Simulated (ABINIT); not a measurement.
Crystal: In2O3.

```
CELL_PARAMETERS angstrom
2.74350 1.58396 4.83667
-2.74350 1.58396 4.83667
0.00000 -3.16792 4.83667
ATOMIC_POSITIONS crystal
In 0.85731 0.85731 0.85731
In 0.64269 0.64269 0.64269
In 0.14269 0.14269 0.14269
In 0.35731 0.35731 0.35731
O 0.04800 0.75000 0.45200
O 0.75000 0.45200 0.04800
O 0.45200 0.04800 0.75000
O 0.95200 0.25000 0.54800
O 0.25000 0.54800 0.95200
O 0.54800 0.95200 0.25000
```

* Program: ABINIT 10.8.3 (patched build)
* Task: relaxation of cell and atoms
* Functional: LDA
* Potentials or basis: JTH PAW LDA v2.0
* Cutoff: 626 eV
* k mesh: 3 × 3 × 3
* Occupations: fermi-dirac, width 0.05 eV
* Spin: no spin polarisation

At the start: pressure -3.6 GPa; volume 12.61 Å³/atom.

Question: How do energy, volume and symmetry change on relaxing?

Answer: Over 11 steps the energy falls by 3.5 meV/atom and the volume is 12.35 Å³/atom (-2.1 %); space group R-3c (No. 167, to 0.05 Å).

The path:
| step | energy change (eV) | largest force (eV/Å) | pressure (GPa) | volume (Å³) |
| --- | --- | --- | --- | --- |
| 1 | 0.0000 | 0.1609 | -3.55 | 126.11 |
| 2 | -0.0241 | 0.1395 | -1.65 | 124.74 |
| 3 | -0.0322 | 0.0976 | 0.19 | 123.50 |
| 4 | -0.0329 | 0.0804 | 0.19 | 123.49 |
| 5 | -0.0345 | 0.0600 | -0.01 | 123.59 |
| 6 | -0.0347 | 0.0549 | -0.03 | 123.59 |
| 7 | -0.0351 | 0.0148 | -0.05 | 123.57 |
| 8 | -0.0352 | 0.0074 | -0.02 | 123.55 |
| 9 | -0.0352 | 0.0027 | 0.01 | 123.52 |
| 10 | -0.0352 | 0.0033 | 0.02 | 123.50 |
| 11 | -0.0352 | 0.0027 | 0.01 | 123.50 |

Final structure:
```cif
data_structure
_symmetry_space_group_name_H-M 'P 1'
_symmetry_Int_Tables_number 1
_cell_length_a 5.7315
_cell_length_b 5.7315
_cell_length_c 5.7315
_cell_angle_alpha 56.864
_cell_angle_beta 56.864
_cell_angle_gamma 56.864
_cell_volume 123.50
loop_
_atom_site_label
_atom_site_type_symbol
_atom_site_fract_x
_atom_site_fract_y
_atom_site_fract_z
_atom_site_occupancy
In1 In 0.85766 0.85766 0.85766 1
In2 In 0.64234 0.64234 0.64234 1
In3 In 0.14234 0.14234 0.14234 1
In4 In 0.35766 0.35766 0.35766 1
O1 O 0.04562 0.75000 0.45438 1
O2 O 0.75000 0.45438 0.04562 1
O3 O 0.45438 0.04562 0.75000 1
O4 O 0.95438 0.25000 0.54562 1
O5 O 0.25000 0.54562 0.95438 1
O6 O 0.54562 0.95438 0.25000 1
```

Caveat: the k mesh is coarse (spacing up to 0.46 Å⁻¹), so the values aren't converged.
